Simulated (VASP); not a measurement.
# AlP (F-43m) in VASP: further runs, part 3 of 3

VASP 6.6.1.

## (5) Band structure, LDA

Input file INCAR:

```
SYSTEM = AlP
  PREC = Accurate
  ENCUT = 520
  EDIFF = 1E-6
  ISMEAR = 0
  SIGMA = 0.03
  LREAL = .FALSE.
  LASPH = .TRUE.
  NELM = 80
  ALGO = Normal
  ISIF = 2
  LWAVE = .FALSE.
  LCHARG = .FALSE.
  NBANDS = 11
```

Input file KPOINTS:

```
Automatic mesh
0
G
  8 8 8
  0 0 0
```

Input file POSCAR:

```
AlP                                     
1.0
    0.0000000000      2.7357031041      2.7357031041
    2.7357031041      0.0000000000      2.7357031041
    2.7357031041      2.7357031041      0.0000000000
  Al              P             
     1     1
Direct
     0.0000000000000000    0.0000000000000000    0.0000000000000000
     0.2500000000000000    0.2500000000000000    0.2500000000000000
```

KPOINTS_OPT is that of step 4.

Potentials or basis: VASP PAW LDA potentials, release 64 (Al, P).

Launch:

```console
> cat potpaw_LDA.64/Al/POTCAR potpaw_LDA.64/P/POTCAR > POTCAR
> mpirun -np 1 vasp_std > vasp.out
```

OUTCAR:

```text
SYSTEM = AlP
   PREC = Accurate
   ENCUT = 520
   EDIFF = 1E-6
   ISMEAR = 0
   LREAL = .FALSE.
   LASPH = .TRUE.
   NELM = 80
   ISIF = 2

 ion  position               nearest neighbor table
   1  0.000  0.000  0.000-   2 2.37   2 2.37   2 2.37   2 2.37
   2  0.250  0.250  0.250-   1 2.37   1 2.37   1 2.37   1 2.37

  LATTYP: Found a face centered cubic cell.
 ALAT       =     5.4714062082

  Lattice vectors:

 A1 = (   0.0000000000,   2.7357031041,   2.7357031041)
 A2 = (   2.7357031041,   0.0000000000,   2.7357031041)
 A3 = (   2.7357031041,   2.7357031041,   0.0000000000)

Analysis of symmetry for initial positions (statically):
=====================================================================
 Subroutine PRICEL returns:
 Original cell was already a primitive cell.

 Routine SETGRP: Setting up the symmetry group for a
 face centered cubic supercell.

 Subroutine GETGRP returns: Found 24 space group operations
 (whereof 24 operations were pure point group operations)
 out of a pool of 48 trial point group operations.

The static configuration has the point symmetry T_d .

Analysis of symmetry for dynamics (positions and initial velocities):
=====================================================================
 Subroutine PRICEL returns:
 Original cell was already a primitive cell.

 Routine SETGRP: Setting up the symmetry group for a
 face centered cubic supercell.

 Subroutine GETGRP returns: Found 24 space group operations
 (whereof 24 operations were pure point group operations)
 out of a pool of 48 trial point group operations.

The dynamic configuration has the point symmetry T_d .

 Subroutine INISYM returns: Found 24 space group operations
 (whereof 24 operations are pure point group operations),
 and found     1 'primitive' translations

----------------------------------------------------------------------------------------

                                     Primitive cell

  volume of cell :      40.9484

  direct lattice vectors                    reciprocal lattice vectors
     0.000000000  2.735703104  2.735703104    -0.182768371  0.182768371  0.182768371
     2.735703104  0.000000000  2.735703104     0.182768371 -0.182768371  0.182768371
     2.735703104  2.735703104  0.000000000     0.182768371  0.182768371 -0.182768371

  length of vectors
     3.868868432  3.868868432  3.868868432     0.316564105  0.316564105  0.316564105

  position of ions in fractional coordinates (direct lattice)
     0.000000000  0.000000000  0.000000000
     0.250000000  0.250000000  0.250000000

  ion indices of the primitive-cell ions
   primitive index   ion index
                 1           1
                 2           2

----------------------------------------------------------------------------------------

 KPOINTS: Automatic mesh

Automatic generation of k-mesh.
 Grid dimensions read from file:
 generate k-points for:    8    8    8

 Generating k-lattice:

  Cartesian coordinates                     Fractional coordinates (reciprocal lattice)
    -0.022846046  0.022846046  0.022846046     0.125000000  0.000000000  0.000000000
     0.022846046 -0.022846046  0.022846046     0.000000000  0.125000000  0.000000000
     0.022846046  0.022846046 -0.022846046     0.000000000  0.000000000  0.125000000

  Length of vectors
     0.039570513  0.039570513  0.039570513

  Shift w.r.t. Gamma in fractional coordinates (k-lattice)
[... 36 lines left out ...]
   total plane-waves  NPLWV =  27000
   dimension x,y,z NGX =    30 NGY =   30 NGZ =   30
   dimension x,y,z NGXF=    60 NGYF=   60 NGZF=   60
   ions per type =               1   1
   NGX,Y,Z   is equivalent  to a cutoff of  12.89, 12.89, 12.89 a.u.
   NGXF,Y,Z  is equivalent  to a cutoff of  25.78, 25.78, 25.78 a.u.
 SYSTEM =  AlP
   PREC   = accura    normal or accurate (medium, high low for compatibility)
   ISTART =      0    job   : 0-new  1-cont  2-samecut
   ICHARG =      2    charge: 1-file 2-atom 10-const
   ISPIN  =      1    spin polarized calculation?
   LNONCOLLINEAR =      F non collinear calculations
   LSORBIT =      F    spin-orbit coupling
   LASPH  =      T    aspherical Exc in radial PAW
   ENCUT  =  520.0 eV  38.22 Ry    6.18 a.u.   7.19  7.19  7.19*2*pi/ulx,y,z
   NELM   =     80;   NELMIN=  2; NELMDL= -5     # of ELM steps
   EDIFF  = 0.1E-05   stopping-criterion for ELM
   LREAL  =      F    real-space projection
   EDIFFG = 0.1E-04   stopping-criterion for IOM
   NSW    =      0    number of steps for IOM
   IBRION =     -1    ionic relax: 0-MD 1-quasi-New 2-CG
   NFREE  =      0    steps in history (QN), initial steepest desc. (CG)
   ISIF   =      2    stress and relaxation
   ISYM   =      2    0-nonsym 1-usesym 2-fastsym
   POTIM  = 0.5000    time-step for ionic-motion
   TEBEG  =    0.0;   TEEND  =   0.0 temperature during run
   PSTRESS=    0.0 pullay stress
   NELECT =       8.0000    total number of electrons
   NUPDOWN=      -1.0000    fix difference up-down
   EMIN   =  10.00;   EMAX   =-10.00  energy-range for DOS
   EFERMI =   0.00;   METHOD = LEGACY
   ISMEAR =     0;   SIGMA  =   0.03  broadening in eV -4-tet -1-fermi 0-gaus
   EFERMI_NEDOS =   21; number of points for ismear=-14 and -15
   IALGO  =     38    algorithm
   IMIX   =      4    mixing-type and parameters
     AMIX     =   0.40;   BMIX     =  1.00
     AMIX_MAG =   1.60;   BMIX_MAG =  1.00
  volume/ion in A,a.u.               =      20.47       138.17
  Fermi-wavevector in a.u.,A,eV,Ry     =   0.949932  1.795111 12.277501  0.902371
  Thomas-Fermi vector in A             =   2.078261
   LORBIT       =      0    0 simple, 1 ext, 2 COOP (PROOUT), +10 PAW based schemes
   GGA     = CA    functional components
   LHFCALC =     F    Hartree Fock is set to
   AEXX    =    0.0000 exact exchange contribution
   IVDW    =     0    specifies the selected vdW correction
   LEPSILON=     F    determine dielectric tensor
   LRPA    =     F    only Hartree local field effects (RPA)
 non-spin polarized calculation
 Gauss-broadening in eV      SIGMA  =   0.03
  energy-cutoff  :      520.00
  volume of cell :       40.95
 maximum number of plane-waves:      1124
 NGX is ok and might be reduce to    30
   NGX = 15   NGY = 15   NGZ = 15

 number of electron       7.9999999 magnetization

 Free energy of the ion-electron system (eV)
  ---------------------------------------------------
  ext. energy  EPLUGINS =         0.00000000
  ---------------------------------------------------
  free energy    TOTEN  =       -11.40794972 eV

  energy without entropy =      -11.40794972  energy(sigma->0) =      -11.40794972

 E-fermi :   4.5495     XC(G=0):  -9.4256

 val. band max:        4.3928622342   @ k =   0.0000   0.0000   0.0000
 cond. band min:       5.8462582254   @ k =   0.5000   0.5000   0.0000
 fundamental gap:      1.4533959911
 Fermi energy:         4.5495283105

 k-point     1 :       0.0000    0.0000    0.0000
  band No.  band energies     occupation
      1      -7.0768      2.00000
      2       4.3929      2.00000
      3       4.3929      2.00000
      4       4.3929      2.00000
      5       7.4582      0.00000
      6       8.8567      0.00000
      7       8.8567      0.00000
      8       8.8567      0.00000
      9      13.1985      0.00000
     10      13.1985      0.00000
     11      14.3303      0.00000
[... 309 lines left out ...]
 k-point    24 :      -0.3750    0.2500    0.1250
  band No.  band energies     occupation
      1      -5.0814      2.00000
      2      -0.8014      2.00000
      3       1.7762      2.00000
      4       2.9005      2.00000
      5       8.2280      0.00000
      6       8.7919      0.00000
      7      11.1706      0.00000
      8      11.9663      0.00000
      9      13.2335      0.00000
     10      15.6977      0.00000
     11      16.9814      0.00000

 [... further k-points ...]

------------------------ aborting loop because EDIFF is reached ----------------------------------------

  FORCE on cell =-STRESS in cart. coord.  units (eV):
  Direction    XX          YY          ZZ          XY          YZ          ZX
  --------------------------------------------------------------------------------------
  -------------------------------------------------------------------------------------
  Total       -0.4433905     -0.4433905     -0.4433905      0.0000000     -0.0000000     -0.0000000
  in kB      -17.3484250    -17.3484250    -17.3484250      0.0000000     -0.0000000     -0.0000000
  external PRESSURE =     -17.3484250 kB  Pullay stress =       0.0000000 kB

 VOLUME and BASIS-vectors are now :
 -----------------------------------------------------------------------------
  energy-cutoff  :      520.00
  volume of cell :       40.95
      direct lattice vectors                 reciprocal lattice vectors
     0.000000000  2.735703104  2.735703104    -0.182768371  0.182768371  0.182768371
     2.735703104  0.000000000  2.735703104     0.182768371 -0.182768371  0.182768371
     2.735703104  2.735703104  0.000000000     0.182768371  0.182768371 -0.182768371

 POSITION                                       TOTAL-FORCE (eV/Angst)
 -----------------------------------------------------------------------------------
      0.00000      0.00000      0.00000        -0.000000     -0.000000     -0.000000
      1.36785      1.36785      1.36785         0.000000      0.000000      0.000000
 -----------------------------------------------------------------------------------
    total drift:                               -0.000000     -0.000000     -0.000000

  FREE ENERGIE OF THE ION-ELECTRON SYSTEM (eV)
  ---------------------------------------------------
  free  energy   TOTEN  =       -11.4079497170 eV

  energy  without entropy=      -11.4079497170  energy(sigma->0) =      -11.40794972
```

Wall time 24 s (1 thread of Intel Xeon 6975P-C (Granite Rapids), shared host); peak memory 0.15 GiB.

Results:

```
Free energy             : -11.4079 eV
Pressure                : -1.7 GPa
Band gap on the k mesh  : 1.45 eV, indirect (least direct gap 3.07 eV)
Band gap along the path : 1.45 eV, indirect (least direct gap 3.07 eV)
```

Levels at the corners of the path, in eV from the valence-band top:
```tsv
point	band 1	band 2	band 3	band 4	band 5	band 6	band 7	band 8
Γ	-11.47	0.00	0.00	0.00	3.07	4.46	4.46	4.46
X	-9.12	-5.33	-2.11	-2.11	1.45	2.33	10.83	10.83
X	-9.12	-5.33	-2.11	-2.11	1.45	2.33	10.83	10.83
W	-9.07	-4.94	-3.19	-2.84	4.22	5.81	6.01	6.23
W	-9.07	-4.94	-3.19	-2.84	4.22	5.81	6.01	6.23
K	-9.15	-5.05	-3.44	-1.74	2.31	4.99	8.34	8.59
K	-9.15	-5.05	-3.44	-1.74	2.31	4.99	8.34	8.59
Γ	-11.47	0.00	0.00	0.00	3.07	4.46	4.46	4.46
Γ	-11.47	0.00	0.00	0.00	3.07	4.46	4.46	4.46
L	-9.79	-5.55	-0.76	-0.76	2.64	4.73	4.73	8.05
L	-9.79	-5.55	-0.76	-0.76	2.64	4.73	4.73	8.05
U	-9.15	-5.05	-3.44	-1.74	2.31	4.99	8.34	8.59
U	-9.15	-5.05	-3.44	-1.74	2.31	4.99	8.34	8.59
W	-9.07	-4.94	-3.19	-2.84	4.22	5.81	6.01	6.23
W	-9.07	-4.94	-3.19	-2.84	4.22	5.81	6.01	6.23
L	-9.79	-5.55	-0.76	-0.76	2.64	4.73	4.73	8.05
L	-9.79	-5.55	-0.76	-0.76	2.64	4.73	4.73	8.05
K	-9.15	-5.05	-3.44	-1.74	2.31	4.99	8.34	8.59
U	-9.15	-5.05	-3.44	-1.74	2.31	4.99	8.34	8.59
X	-9.12	-5.33	-2.11	-2.11	1.45	2.33	10.83	10.83
```

## (6) Summary

```csv
task,level,potentials or basis,k mesh,monkhorst-Pack mesh,gap on the mesh (eV),pressure (GPa)
dielectric tensor,PBE,"VASP PAW PBE potentials, release 64 (Al, P)",14 × 14 × 14,yes,-,-
optical spectrum,PBE,"VASP PAW PBE potentials, release 64 (Al, P)",8 × 8 × 8,-,1.59,1.6
band structure,PBE,"VASP PAW PBE potentials, release 64 (Al, P)",8 × 8 × 8,-,1.59,1.6
band structure,LDA,"VASP PAW LDA potentials, release 64 (Al, P)",8 × 8 × 8,-,1.45,-1.7
```

Alike in all rows: no spin polarisation; cell as given; cutoff (eV) 520; smearing gaussian 0.03 eV.

Caveats: spectra need much finer meshes, so this one isn't converged (some runs); independent-particle spectra lack excitons (some runs).

Total energies depend on the potentials used, so only differences within one code and one set of settings carry meaning.

## (7) How close it comes

Step 2. Against the measured high-frequency dielectric constant of AlP, 7.56 (a printed reference work, textbook), the calculated 8.11 is off by +7.3 %.

Step 3. A measured gap of AlP is 2.505 eV (indirect; 4.2 K; a printed reference work, data compilation); the calculated 1.59 eV misses it by -0.91 eV. The value is that of PBE on a finite k mesh, which can miss the band edges, without temperature or zero-point motion. Semilocal functionals fall short of measured gaps as a rule.

Step 4. A measured gap of AlP is 2.505 eV (indirect; 4.2 K; a printed reference work, data compilation); the calculated 1.59 eV misses it by -0.91 eV. The value is that of PBE, without temperature or zero-point motion. Semilocal functionals fall short of measured gaps as a rule.

Step 5. Against the measured gap of AlP, 2.505 eV (indirect; 4.2 K; a printed reference work, data compilation), the calculated 1.45 eV is off by -1.05 eV. The value is that of LDA, without temperature or zero-point motion. Semilocal functionals fall short of measured gaps as a rule.
